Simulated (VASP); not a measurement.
# WSe2 in VASP: settings compared, part 3 of 3

VASP 6.6.1. Earlier steps stand in the parts before.

### 6 Band structure, LDA

Input file INCAR:

```
SYSTEM = WSe2
  PREC = Accurate
  ENCUT = 520
  EDIFF = 1E-7
  ISMEAR = 0
  SIGMA = 0.03
  LREAL = .False.
  LASPH = .True.
  NELM = 80
  ALGO = Normal
  ISIF = 2
  LWAVE = .False.
  LCHARG = .False.
  LMAXMIX = 4
  LDIPOL = .True.
  IDIPOL = 3
  DIPOL = 0.5 0.5 0.500
  GGA = CA
  NBANDS = 35
  LVHAR = .True.
  LVACPOTAV = .True.
  KPAR = 4
```

Input file KPOINTS:

```
Automatic mesh
0
Gamma
  12 12 1
  0 0 0
```

Input file POSCAR:

```
WSe2                                    
1.0
    3.2843558668      0.0000000000      0.0000000000
   -1.6421779335      2.8443356173      0.0000000000
    0.0000000000      0.0000000000     27.8312600000
  Se              W             
     4     2
Direct
     0.3333333300000021    0.6666666699999979    0.3242880108040018
     0.3333333300000021    0.6666666699999979    0.4454742842781916
     0.6666666699999979    0.3333333300000021    0.5545257157218084
     0.6666666699999979    0.3333333300000021    0.6757119891959982
     0.6666666699999979    0.3333333300000021    0.3848919392514666
     0.3333333300000021    0.6666666699999979    0.6151080607485334
```

Input file KPOINTS_OPT:

```
explicit points
67
Reciprocal
 0.0000000000  0.0000000000  0.0000000000 1
 0.0357142900  0.0000000000  0.0000000000 1
 0.0714285700  0.0000000000  0.0000000000 1
 0.1071428600  0.0000000000  0.0000000000 1
 0.1428571400  0.0000000000  0.0000000000 1
 0.1785714300  0.0000000000  0.0000000000 1
 0.2142857100  0.0000000000  0.0000000000 1
 0.2500000000  0.0000000000  0.0000000000 1
 0.2857142900  0.0000000000  0.0000000000 1
 0.3214285700  0.0000000000  0.0000000000 1
 0.3571428600  0.0000000000  0.0000000000 1
 0.3928571400  0.0000000000  0.0000000000 1
 0.4285714300  0.0000000000  0.0000000000 1
 0.4642857100  0.0000000000  0.0000000000 1
 0.5000000000  0.0000000000  0.0000000000 1
 0.4791666700  0.0416666700  0.0000000000 1
 0.4583333300  0.0833333300  0.0000000000 1
 0.4375000000  0.1250000000  0.0000000000 1
 0.4166666700  0.1666666700  0.0000000000 1
 0.3958333300  0.2083333300  0.0000000000 1
 0.3750000000  0.2500000000  0.0000000000 1
 0.3541666700  0.2916666700  0.0000000000 1
 0.3333333300  0.3333333300  0.0000000000 1
 0.3137254900  0.3137254900  0.0000000000 1
 0.2941176500  0.2941176500  0.0000000000 1
 0.2745098000  0.2745098000  0.0000000000 1
 0.2549019600  0.2549019600  0.0000000000 1
 0.2352941200  0.2352941200  0.0000000000 1
 0.2156862700  0.2156862700  0.0000000000 1
 0.1960784300  0.1960784300  0.0000000000 1
 0.1764705900  0.1764705900  0.0000000000 1
 0.1568627500  0.1568627500  0.0000000000 1
 0.1372549000  0.1372549000  0.0000000000 1
 0.1176470600  0.1176470600  0.0000000000 1
 0.0980392200  0.0980392200  0.0000000000 1
 0.0784313700  0.0784313700  0.0000000000 1
 0.0588235300  0.0588235300  0.0000000000 1
 0.0392156900  0.0392156900  0.0000000000 1
 0.0196078400  0.0196078400  0.0000000000 1
 0.0000000000  0.0000000000  0.0000000000 1
 0.0000000000  0.0000000000  0.0000000000 1
 0.0062834400 -0.0031417200  0.0000000000 1
-0.0062834400  0.0031417200  0.0000000000 1
 0.0183266900 -0.0091633500  0.0000000000 1
-0.0183266900  0.0091633500  0.0000000000 1
-0.0000000000  0.0054416200  0.0000000000 1
 0.0000000000 -0.0054416200  0.0000000000 1
-0.0000000000  0.0158713800  0.0000000000 1
 0.0000000000 -0.0158713800  0.0000000000 1
 0.5000000000  0.0000000000  0.0000000000 1
 0.5062834400 -0.0031417200  0.0000000000 1
 0.4937165600  0.0031417200  0.0000000000 1
 0.5183266900 -0.0091633500  0.0000000000 1
 0.4816733100  0.0091633500  0.0000000000 1
 0.5000000000  0.0054416200  0.0000000000 1
 0.5000000000 -0.0054416200  0.0000000000 1
 0.5000000000  0.0158713800  0.0000000000 1
 0.5000000000 -0.0158713800  0.0000000000 1
 0.3333333300  0.3333333300  0.0000000000 1
 0.3396167700  0.3301916100  0.0000000000 1
 0.3270498900  0.3364750500  0.0000000000 1
 0.3516600200  0.3241699800  0.0000000000 1
 0.3150066400  0.3424966800  0.0000000000 1
 0.3333333300  0.3387749500  0.0000000000 1
 0.3333333300  0.3278917100  0.0000000000 1
 0.3333333300  0.3492047100  0.0000000000 1
 0.3333333300  0.3174619500  0.0000000000 1
```

Potentials or basis: VASP PAW LDA potentials, release 64 (Se, W_sv).

Run with:

```bash
$ cat potpaw_LDA.64/Se/POTCAR potpaw_LDA.64/W_sv/POTCAR > POTCAR
$ mpirun -np 4 vasp_std > vasp.out
```

OUTCAR:

```text
SYSTEM = WSe2
   PREC = Accurate
   ENCUT = 520
   EDIFF = 1E-7
   ISMEAR = 0
   LREAL = .False.
   LASPH = .True.
   NELM = 80
   ISIF = 2
   GGA = CA

 ion  position               nearest neighbor table
   1  0.333  0.667  0.324-   5 2.54   5 2.54   5 2.54
   2  0.333  0.667  0.445-   5 2.54   5 2.54   5 2.54
   3  0.667  0.333  0.555-   6 2.54   6 2.54   6 2.54
   4  0.667  0.333  0.676-   6 2.54   6 2.54   6 2.54
   5  0.667  0.333  0.385-   2 2.54   2 2.54   2 2.54   1 2.54   1 2.54   1 2.54
   6  0.333  0.667  0.615-   3 2.54   3 2.54   3 2.54   4 2.54   4 2.54   4 2.54

[... 924 lines left out ...]
  Total       -2.9162533     -2.9162533     -3.3716991      0.0000000      0.0000000      0.0000000
  in kB      -17.9709859    -17.9709859    -20.7776048      0.0000000      0.0000000      0.0000000
  external PRESSURE =     -18.9065255 kB  Pullay stress =       0.0000000 kB

 VOLUME and BASIS-vectors are now :
 -----------------------------------------------------------------------------
  energy-cutoff  :      520.00
  volume of cell :      259.99
      direct lattice vectors                 reciprocal lattice vectors
     3.284355867  0.000000000  0.000000000     0.304473705  0.175787976  0.000000000
    -1.642177933  2.844335617  0.000000000     0.000000000  0.351575951  0.000000000
     0.000000000  0.000000000 27.831260000     0.000000000  0.000000000  0.035930820

 POSITION                                       TOTAL-FORCE (eV/Angst)
 -----------------------------------------------------------------------------------
     -0.00000      1.89622      9.02534         0.000000     -0.000000      0.533082
     -0.00000      1.89622     12.39811        -0.000000      0.000000     -0.467489
      1.64218      0.94811     15.43315         0.000000     -0.000000      0.467489
      1.64218      0.94811     18.80592        -0.000000      0.000000     -0.533082
      1.64218      0.94811     10.71203        -0.000000      0.000000     -0.069606
     -0.00000      1.89622     17.11923         0.000000      0.000000      0.069606
 -----------------------------------------------------------------------------------
    total drift:                               -0.000000      0.000000      0.000000

  FREE ENERGIE OF THE ION-ELECTRON SYSTEM (eV)
  ---------------------------------------------------
  free  energy   TOTEN  =       -48.3282100904 eV

  energy  without entropy=      -48.3282100904  energy(sigma->0) =      -48.32821009

 vacuum level on the upper side and lower side of the slab         5.283         5.283
```

OSZICAR:

```text
N       E                     dE             d eps       ncg     rms          rms(c)
DAV:   1     0.451475272325E+03    0.45148E+03   -0.26965E+04  1594   0.127E+03
DAV:   2    -0.157658361680E+02   -0.46724E+03   -0.45331E+03  1700   0.314E+02
DAV:   3    -0.493423638751E+02   -0.33577E+02   -0.33150E+02  1649   0.805E+01
DAV:   4    -0.503732332856E+02   -0.10309E+01   -0.10229E+01  1654   0.148E+01
DAV:   5    -0.503995534922E+02   -0.26320E-01   -0.26249E-01  1611   0.241E+00    0.300E+01
DAV:   6    -0.487907575130E+02    0.16088E+01   -0.60737E+00  1475   0.159E+01    0.105E+01
DAV:   7    -0.485776322458E+02    0.21313E+00   -0.33206E+00  1459   0.883E+00    0.561E+00
DAV:   8    -0.483293061762E+02    0.24833E+00   -0.49668E-01  1496   0.472E+00    0.135E+00
DAV:   9    -0.483301047611E+02   -0.79858E-03   -0.80208E-02  1606   0.129E+00    0.944E-01
DAV:  10    -0.483272995162E+02    0.28052E-02   -0.13639E-02  1534   0.805E-01    0.109E-01
[... 46 further cycles ...]
DAV:   1     0.105980228349E+05   -0.25286E+05      860
DAV:   2     0.595103145333E+04   -0.46470E+04      916
DAV:   3     0.566458059091E+04   -0.28645E+03      879
DAV:   4     0.565775081185E+04   -0.68298E+01      880
DAV:   5     0.565761169130E+04   -0.13912E+00      869
DAV:   6     0.565760782082E+04   -0.38705E-02      896
DAV:   7     0.565760766316E+04   -0.15765E-03      866
DAV:   8     0.565760765600E+04   -0.71662E-05      896
DAV:   9     0.565760765561E+04   -0.38531E-06      730
DAV:  10     0.565760765560E+04   -0.15798E-07      560
```

Wall time 3.2 min (4 MPI ranks of AMD EPYC 7R13 (Zen 3), shared host); peak memory 0.42 GiB.

Results:

* Free energy: -48.3282 eV
* Largest force: 0.533 eV/Å
* Band gap on the k mesh: 1.23 eV, indirect (least direct gap 1.61 eV)
* Band gap along the path: 1.21 eV, indirect (least direct gap 1.61 eV)
* Ionisation potential of the upper face: 5.20 eV

Forces on the atoms (eV/Å):
```
Se   0.000  0.000  0.533
Se   0.000  0.000 -0.467
Se   0.000  0.000  0.467
Se   0.000  0.000 -0.533
W    0.000  0.000 -0.070
W    0.000  0.000  0.070
```

Caveat: spin-orbit coupling is left out, which moves the levels of the heavy elements.

### 7 Summary

| task | level | potentials or basis | spin | cell | cutoff (eV) | by perturbation theory | dipole correction | gap on the mesh (eV) | largest force (eV/Å) |
| --- | --- | --- | --- | --- | --- | --- | --- | --- | --- |
| phonons | PBE+D3(BJ) | VASP PAW PBE potentials, release 64 (Se, W_sv) | off | P-3m1, 43.33 Å³/atom | 600 | no | - | - | - |
| phonons | LDA | VASP PAW LDA potentials, release 64 (Se, W_sv) | off | P-3m1, 42.52 Å³/atom | 600 | no | - | - | - |
| band structure | PBE+D3(BJ) | VASP PAW PBE potentials, release 64 (Se, W_sv) | off | P-3m1, 43.33 Å³/atom | 520 | - | yes | 1.28 | - |
| band structure | PBE+D3(BJ) | VASP PAW PBE potentials, release 64 (Se, W_sv) | SOC, no magnetisation | P-3m1, 43.33 Å³/atom | 520 | - | yes | - | 0.04 |
| band structure | LDA | VASP PAW LDA potentials, release 64 (Se, W_sv) | off | P-3m1, 43.33 Å³/atom | 520 | - | yes | 1.23 | 0.53 |

Alike in all rows: k mesh 12 × 12 × 1; smearing gaussian 0.03 eV.

Caveats: spin-orbit coupling is left out, which moves the levels of the heavy elements (some runs).

Total energies depend on the potentials used, so only differences within one code and one set of settings carry meaning.
